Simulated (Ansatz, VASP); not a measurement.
W in VASP and in Ansatz

Contents of INCAR:

```
PREC     = Accurate       # precision mode
ENCUT    = 520            # plane-wave cutoff, eV
EDIFF    = 1E-6           # SCF threshold, eV
ISMEAR   = -1             # smearing method
SIGMA    = 0.05           # smearing width, eV
LREAL    = False          # projectors in reciprocal space
LASPH    = True           # aspherical terms in the spheres
NELM     = 80             # most SCF steps
ALGO     = Normal         # electronic algorithm
ISIF     = 2              # what is computed and relaxed
LWAVE    = False          # write WAVECAR
LCHARG   = True           # write CHGCAR
GGA      = RE             # functional
LELF     = True           # ELF
LVHAR    = True         
NBANDS   = 13             # bands
```

Contents of KPOINTS:

```
Automatic mesh
0
Gamma
  12 12 12
```

The input POSCAR:

```
W
1.0
   -1.5823450000      1.5823450000      1.5823450000
    1.5823450000     -1.5823450000      1.5823450000
    1.5823450000      1.5823450000     -1.5823450000
W
1
Direct
    0.0000000000      0.0000000000      0.0000000000
```

The input input.yaml:

```yaml
crystal:
  lattice:
    - [-1.582345, 1.582345, 1.582345]
    - [1.582345, -1.582345, 1.582345]
    - [1.582345, 1.582345, -1.582345]
  atoms:
    - { symbol: W, position: [0.0, 0.0, 0.0] }
kpoints:
  mp_grid: { grid: [12, 12, 12] }
  band_path:
    path:
      - [0.0, 0.0, 0.0]
      - [0.5, -0.5, 0.5]
      - [0.0, 0.0, 0.5]
      - [0.0, 0.0, 0.0]
      - [0.25, 0.25, 0.25]
      - [0.5, -0.5, 0.5]
    npoints: 8
scf:
  occupations: { method: fermi_dirac, width: 0.05 }
hamiltonian:
  xc: revpbe
  pseudopotentials: { kind: all_electron, lapw: { basis_error: 0.001 } }
output:
  forces: true
  stress: true
  eigenvalues: true
```

Alike in both runs: functional revPBE; k mesh 12 × 12 × 12; occupations fermi-dirac, width 0.05 eV; no spin polarisation.

|  | VASP | Ansatz |
| --- | --- | --- |
| version | VASP 6.6.1 | Ansatz 0.2.0 |
| potentials or method | VASP PAW PBE potentials, release 64 (W_sv) | all-electron LAPW, scalar-relativistic |
| plane-wave cutoff (eV) | 520 | see its input |
| task | single point | band structure |

|  | VASP | Ansatz | Ansatz less VASP |
| --- | --- | --- | --- |
| gap on the k mesh at the Fermi level (eV) | none | none | - |
| pressure (GPa) | 9.2 | 8.7 | -0.50 |

A gap of «none» marks a metal or a gap that the smearing closes. Ansatz ran all-electron here, so the differences hold the error of VASP's frozen core and of both bases.

Caveats: the PAW data sets were made with another functional, which shifts forces and pressure a little (VASP); spin-orbit coupling is left out, which moves the levels of the heavy elements (Ansatz). The runs have no spin-orbit coupling, so splittings on W are missing.
